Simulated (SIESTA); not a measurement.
# PbS under changes of volume

One of the cells (24.874 Å³/atom); the others are scaled copies at fixed shape and fractional positions:

```xyz
2
Lattice="3.6779 0.0000 0.0000 0.0000 3.6779 0.0000 0.0000 0.0000 3.6779" Properties=species:S:1:pos:R:3 pbc="T T T"
Pb    0.0000    0.0000    0.0000
S     1.8389    1.8389    1.8389
```

Measurements of this composition are mostly on another form, of space group No. 225.

* Program: SIESTA 5.4.2
* Functional: PBE
* Potentials or basis: PseudoDojo 0.4 standard (PBE files)
* Basis: DZP (energy shift 0.002 Ry)
* Grid cutoff: 500 Ry
* Energy shift: 0.002 Ry
* k mesh: 7 × 7 × 7
* Occupations: fermi-dirac, width 0.05 eV
* Spin: no spin polarisation

```csv
volume (Å³/atom),energy over the lowest point (meV/atom),pressure (GPa)
22.924,24.64,4.6
23.411,?,?
23.899,5.28,1.9
24.874,0.00,-0.3
25.362,2.23,-1.3
25.850,7.50,-2.3
```

**Question.** What does the run at 23.411 Å³/atom give?

**Answer.** Energy over the lowest point 13.07 meV/atom; pressure 3.2 GPa.

Worked out: A Birch-Murnaghan fit of order 3 (a polynomial in V^(-2/3)) to the other rows has its minimum at 24.77 Å³/atom with B0 = V·E''(V) = 54 GPa (rough, since the energies scatter). It gives 13.13 meV/atom at 23.411 Å³/atom, against the run's 13.07, and -dE/dV = 3.2 GPa, against 3.2.

Energies are extrapolated to zero smearing.

Caveats: semicore shells carry a single zeta, which can move pressures by several GPa and volumes by a few percent; the basis of atomic orbitals isn't converged, which shifts pressures, moduli and gaps.
